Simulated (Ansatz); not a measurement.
All numbers below come from Ansatz 0.2.0, DFT PBE, scalar-relativistic, plane waves, PAW. Settings: cutoff 420 eV, Γ-centred meshes spaced at most about 0.3 Å⁻¹, and about 0.25 Å⁻¹ or finer for metals (2π included), Gaussian smearing. No spin polarisation.

All energies are static (0 K, no zero-point motion).

**Question.** Which of these relaxed structures of Al6O is the lowest in energy?
A.

```xyz
7
Lattice="2.8864 0.0000 0.0000 -1.4432 2.4997 0.0000 0.0000 0.0000 14.4880" Properties=species:S:1:pos:R:3 pbc="T T T"
Al    0.0000    1.6665    1.0063
Al    0.0000    0.0000   12.4857
Al    1.4432    0.8332   10.1302
Al    0.0000    0.0000    5.5280
Al    0.0000    1.6665    7.8350
Al    1.4432    0.8332    3.2467
O     0.0000    0.0000    0.0594
```

B.

```xyz
7
Lattice="2.8544 0.0000 0.0000 -1.4272 2.4720 0.0000 0.0000 0.0000 14.4149" Properties=species:S:1:pos:R:3 pbc="T T T"
Al    1.4272    0.8240    6.0439
Al    0.0000    1.6480    8.3710
Al    1.4272    0.8240   12.9735
Al    0.0000    1.6480    1.4414
Al    0.0000    0.0000    3.7499
Al    0.0000    0.0000   10.6650
O     0.0000    0.0000    0.0000
```

**Answer.** A. The other, B, lies 172 meV/atom higher. Forms: A P3m1; B P-3m1. Counting Al atoms around O (those within 1.25 times the shortest such distance or 1.15 times the sum of covalent radii): A has O 4; B has O 6. Both come from invented guesses.

Cells relaxed within their symmetry can be saddle points. Some candidate types were left out of the draw beforehand, so a known form may be missing.
